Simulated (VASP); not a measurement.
# Sr (P-62m) in VASP: single point with PBEsol

Aim: the single point of Sr with PBEsol.

Everything below comes from runs of VASP 6.6.1. Logs are shortened: lines on timing, memory, paths and dates and some standing lists are left out, and cuts for length are marked.

## Step 1: Starting point

The structure is hexagonal, space group P-62m (No. 189). The conventional cell has a = 7.066 Å, b = 7.066 Å, c = 3.817 Å, α = 90.00°, β = 90.00°, γ = 120.00°. Sr (site symmetry m2m) is surrounded by 8 Sr at 3.82 to 4.09 Å.

This isn't the form of Sr at room conditions, which is fcc.

## Step 2: Single point, PBEsol

INCAR

```
SYSTEM = Sr
PREC = Accurate
ENCUT = 520
EDIFF = 1E-6
ISMEAR = 1
SIGMA = 0.1
LREAL = .FALSE.
LASPH = .TRUE.
NELM = 100
ALGO = Normal
ISIF = 2
LWAVE = .FALSE.
LCHARG = .FALSE.
GGA = PS
NBANDS = 22
```

KPOINTS

```
regular mesh
0
G
  4 4 6
  0 0 0
```

POSCAR

```
Sr
1.0
    7.0659520000      0.0000000000      0.0000000000
   -3.5329760000      6.1192940000      0.0000000000
    0.0000000000      0.0000000000      3.8166330000
Sr
3
Direct
    0.0000000000      0.6657830000      0.0000000000
    0.3342170000      0.3342170000      0.0000000000
    0.6657830000      0.0000000000      0.0000000000
```

Potentials or basis: VASP PAW PBE potentials, release 64 (Sr_sv).

Started as:

```
cat potpaw_PBE.64/Sr_sv/POTCAR > POTCAR
mpirun -np 1 vasp_std > vasp.out
```

OUTCAR:

```text
SYSTEM = Sr
   PREC = Accurate
   ENCUT = 520
   EDIFF = 1E-6
   ISMEAR = 1
   LREAL = .FALSE.
   LASPH = .TRUE.
   NELM = 100
   ISIF = 2
   GGA = PS

 ion  position               nearest neighbor table
   1  0.000  0.666  0.000-   2 4.07   2 4.07   3 4.07   3 4.07   3 4.09   2 4.09
   2  0.334  0.334  0.000-   1 4.07   1 4.07   3 4.07   3 4.07   3 4.09   1 4.09
   3  0.666  0.000  0.000-   2 4.07   1 4.07   2 4.07   1 4.07   1 4.09   2 4.09

  LATTYP: Found a hexagonal cell.
 ALAT       =     7.0659520000
 C/A-ratio  =     0.5401442014

  Lattice vectors:

 A1 = (   7.0659520000,   0.0000000000,   0.0000000000)
 A2 = (  -3.5329760000,   6.1192940000,   0.0000000000)
 A3 = (   0.0000000000,   0.0000000000,   3.8166330000)

Analysis of symmetry for initial positions (statically):
=====================================================================
 Subroutine PRICEL returns:
 Original cell was already a primitive cell.

 Routine SETGRP: Setting up the symmetry group for a
 hexagonal supercell.

 Subroutine GETGRP returns: Found 12 space group operations
 (whereof 12 operations were pure point group operations)
 out of a pool of 24 trial point group operations.

The static configuration has the point symmetry D_3h.

Analysis of symmetry for dynamics (positions and initial velocities):
=====================================================================
 Subroutine PRICEL returns:
 Original cell was already a primitive cell.

 Routine SETGRP: Setting up the symmetry group for a
 hexagonal supercell.

 Subroutine GETGRP returns: Found 12 space group operations
 (whereof 12 operations were pure point group operations)
 out of a pool of 24 trial point group operations.

The dynamic configuration has the point symmetry D_3h.

 Subroutine INISYM returns: Found 12 space group operations
 (whereof 12 operations are pure point group operations),
 and found     1 'primitive' translations

----------------------------------------------------------------------------------------

                                     Primitive cell

  volume of cell :     165.0260

  direct lattice vectors                    reciprocal lattice vectors
     7.065952000  0.000000000  0.000000000     0.141523747  0.081708772  0.000000000
    -3.532976000  6.119294000  0.000000000     0.000000000  0.163417545  0.000000000
     0.000000000  0.000000000  3.816633000     0.000000000  0.000000000  0.262011045
[... 76 lines left out ...]
   NELM   =    100;   NELMIN=  2; NELMDL= -5     # of ELM steps
   EDIFF  = 0.1E-05   stopping-criterion for ELM
   LREAL  =      F    real-space projection
   EDIFFG = 0.1E-04   stopping-criterion for IOM
   NSW    =      0    number of steps for IOM
   IBRION =     -1    ionic relax: 0-MD 1-quasi-New 2-CG
   NFREE  =      0    steps in history (QN), initial steepest desc. (CG)
   ISIF   =      2    stress and relaxation
   ISYM   =      2    0-nonsym 1-usesym 2-fastsym
   POTIM  = 0.5000    time-step for ionic-motion
   TEBEG  =    0.0;   TEEND  =   0.0 temperature during run
   PSTRESS=    0.0 pullay stress
   NELECT =      30.0000    total number of electrons
   NUPDOWN=      -1.0000    fix difference up-down
   EMIN   =  10.00;   EMAX   =-10.00  energy-range for DOS
   EFERMI =   0.00;   METHOD = LEGACY
   ISMEAR =     1;   SIGMA  =   0.10  broadening in eV -4-tet -1-fermi 0-gaus
   EFERMI_NEDOS =   21; number of points for ismear=-14 and -15
   IALGO  =     38    algorithm
   IMIX   =      4    mixing-type and parameters
     AMIX     =   0.40;   BMIX     =  1.00
     AMIX_MAG =   1.60;   BMIX_MAG =  1.00
  volume/ion in A,a.u.               =      55.01       371.22
  Fermi-wavevector in a.u.,A,eV,Ry     =   0.927394  1.752521 11.701831  0.860060
  Thomas-Fermi vector in A             =   2.053459
   LORBIT       =      0    0 simple, 1 ext, 2 COOP (PROOUT), +10 PAW based schemes
   GGA     = PS    functional components
   LHFCALC =     F    Hartree Fock is set to
   AEXX    =    0.0000 exact exchange contribution
   IVDW    =     0    specifies the selected vdW correction
   LEPSILON=     F    determine dielectric tensor
   LRPA    =     F    only Hartree local field effects (RPA)
 non-spin polarized calculation
 Methfessel and Paxton  Order N= 1 SIGMA  =   0.10
  energy-cutoff  :      520.00
  volume of cell :      165.03
 maximum number of plane-waves:      4466
 NGX is ok and might be reduce to    54
   NGX = 27   NGY = 27   NGZ = 15

 number of electron      30.0000000 magnetization

 Free energy of the ion-electron system (eV)
  ---------------------------------------------------
  ext. energy  EPLUGINS =         0.00000000
  ---------------------------------------------------
  free energy    TOTEN  =        -4.82852015 eV

  energy without entropy =       -4.82641874  energy(sigma->0) =       -4.82781968

 E-fermi :   1.3824     XC(G=0):  -7.4212

 val. band max:        1.3612943587   @ k =   0.2500   0.0000   0.3333
 cond. band min:       1.4007113227   @ k =   0.5000   0.0000   0.5000
 fundamental gap:      0.0394169640
 Fermi energy:         1.3824016412

 k-point     1 :       0.0000    0.0000    0.0000
  band No.  band energies     occupation
      1     -35.2098      2.00000
      2     -35.1902      2.00000
      3     -35.1902      2.00000
      4     -17.2697      2.00000
      5     -17.2676      2.00000
      6     -17.2676      2.00000
[... 389 lines left out ...]
     21       3.4652      0.00000
     22       3.6605      0.00000

------------------------ aborting loop because EDIFF is reached ----------------------------------------

  FORCE on cell =-STRESS in cart. coord.  units (eV):
  Direction    XX          YY          ZZ          XY          YZ          ZX
  --------------------------------------------------------------------------------------
  -------------------------------------------------------------------------------------
  Total       -0.9527640     -0.9527641     -0.2267836      0.0000000     -0.0000000      0.0000000
  in kB       -9.2500383     -9.2500385     -2.2017595      0.0000000     -0.0000000      0.0000000
  external PRESSURE =      -6.9006121 kB  Pullay stress =       0.0000000 kB

 VOLUME and BASIS-vectors are now :
 -----------------------------------------------------------------------------
  energy-cutoff  :      520.00
  volume of cell :      165.03
      direct lattice vectors                 reciprocal lattice vectors
     7.065952000  0.000000000  0.000000000     0.141523747  0.081708772  0.000000000
    -3.532976000  6.119294000  0.000000000     0.000000000  0.163417545  0.000000000
     0.000000000  0.000000000  3.816633000     0.000000000  0.000000000  0.262011045

 POSITION                                       TOTAL-FORCE (eV/Angst)
 -----------------------------------------------------------------------------------
     -2.35220      4.07412      0.00000        -0.006753      0.011697     -0.000000
      1.18078      2.04517      0.00000        -0.006753     -0.011697     -0.000000
      4.70439      0.00000      0.00000         0.013507     -0.000000      0.000000
 -----------------------------------------------------------------------------------
    total drift:                                0.000000      0.000000     -0.000000

  FREE ENERGIE OF THE ION-ELECTRON SYSTEM (eV)
  ---------------------------------------------------
  free  energy   TOTEN  =        -4.8285201534 eV

  energy  without entropy=       -4.8264187369  energy(sigma->0) =       -4.82781968
```

OSZICAR:

```text
N       E                     dE             d eps       ncg     rms          rms(c)
DAV:   1     0.187505503749E+03    0.18751E+03   -0.13599E+04   704   0.115E+03
DAV:   2     0.116689574400E+02   -0.17584E+03   -0.17150E+03   806   0.270E+02
DAV:   3    -0.391990419408E+01   -0.15589E+02   -0.15428E+02  1288   0.570E+01
DAV:   4    -0.482626511341E+01   -0.90636E+00   -0.90277E+00   958   0.123E+01
DAV:   5    -0.484997492864E+01   -0.23710E-01   -0.23702E-01  1060   0.213E+00    0.194E+01
DAV:   6    -0.483689498458E+01    0.13080E-01   -0.31150E-02  1000   0.147E+00    0.109E+01
DAV:   7    -0.482815001118E+01    0.87450E-02   -0.41064E-02  1006   0.179E+00    0.483E-01
DAV:   8    -0.482842441228E+01   -0.27440E-03   -0.65371E-03  1148   0.354E-01    0.232E-01
DAV:   9    -0.482848827444E+01   -0.63862E-04   -0.20375E-04   996   0.775E-02    0.758E-02
DAV:  10    -0.482852061018E+01   -0.32336E-04   -0.44690E-05   938   0.564E-02    0.370E-02
DAV:  11    -0.482852015335E+01    0.45683E-06   -0.19724E-06   776   0.803E-03
   1 F= -.48285202E+01 E0= -.48278197E+01  d E =-.210142E-02
```

stdout:

```text
POSCAR found type information on POSCAR Sr
 POSCAR found :  1 types and       3 ions
 scaLAPACK will be used
 -----------------------------------------------------------------------------
|                                                                             |
|                                                                             |
|     You enforced a specific xc type in the INCAR file but a different       |
|     I HOPE YOU KNOW WHAT YOU ARE DOING!                                     |
|                                                                             |
 -----------------------------------------------------------------------------

 LDA part: xc-table for (Slater+PW92), standard interpolation
 POSCAR, INCAR and KPOINTS ok, starting setup
 FFT: planning ... GRIDC
 FFT: planning ... GRID_SOFT
 FFT: planning ... GRID
 WAVECAR not read
 entering main loop
```

Run time: 32 s. Hardware: 1 thread of Intel Xeon 6975P-C (Granite Rapids), shared host; peak memory 0.25 GiB.

Results:

* Free energy: -4.8285 eV
* Pressure: -0.7 GPa
* Largest force: 0.014 eV/Å
* Band gap on the k mesh: none (metal or under the smearing width)

Forces on the atoms (eV/Å):
```
Sr  -0.007  0.012  0.000
Sr  -0.007 -0.012  0.000
Sr   0.014  0.000  0.000
```

Caveat: the PAW data sets were made with another functional, which shifts forces and pressure a little.
